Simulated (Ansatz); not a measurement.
BeO (wurtzite)

```cif
data_Be2O2
_chemical_formula_sum 'Be2 O2'
_space_group_name_H-M_alt 'P63mc'
_space_group_IT_number 186
_space_group_name_Hall 'P 6c -2c'
_cell_length_a 2.71166
_cell_length_b 2.71166
_cell_length_c 4.40429
_cell_angle_alpha 90.000
_cell_angle_beta 90.000
_cell_angle_gamma 120.000
loop_
_atom_site_label
_atom_site_type_symbol
_atom_site_symmetry_multiplicity
_atom_site_Wyckoff_symbol
_atom_site_fract_x
_atom_site_fract_y
_atom_site_fract_z
_atom_site_occupancy
Be1 Be 2 b 0.66667 0.33333 0.00149 1
O1 O 2 b 0.33333 0.66667 0.12371 1
```

E(V) scan at fixed shape, V₀ the volume above. The atoms relax within the cell's symmetry.

Level of theory: PBE (plane waves to 420 eV, PAW, scalar-relativistic; Ansatz, a program for electronic structure). k mesh 14×14×8 (Γ-centred), Fermi-Dirac smearing 0.05 eV. Energies are smeared free energies. Stress and pressure are positive under compression. BeO was relaxed with its symmetry unable to fall. The PAW data are Ansatz's earlier set. ΔE is measured from the relaxed starting cell.

### Question
What ΔE (meV/atom) and P (GPa) does the calculation give at V/V₀ = 0.840, 0.904, 0.936, 1.064, 1.096, 1.128?

### Answer
```tsv
V/V₀	ΔE (meV/atom)	P (GPa)
0.840	153.8	50.4
0.904	49.4	25.5
0.936	20.8	15.6
1.064	17.0	-11.6
1.096	36.5	-16.2
1.128	62.0	-20.1
```

(Under strain, the slope of the energy per volume gives the stress and its curvature an elastic modulus.)
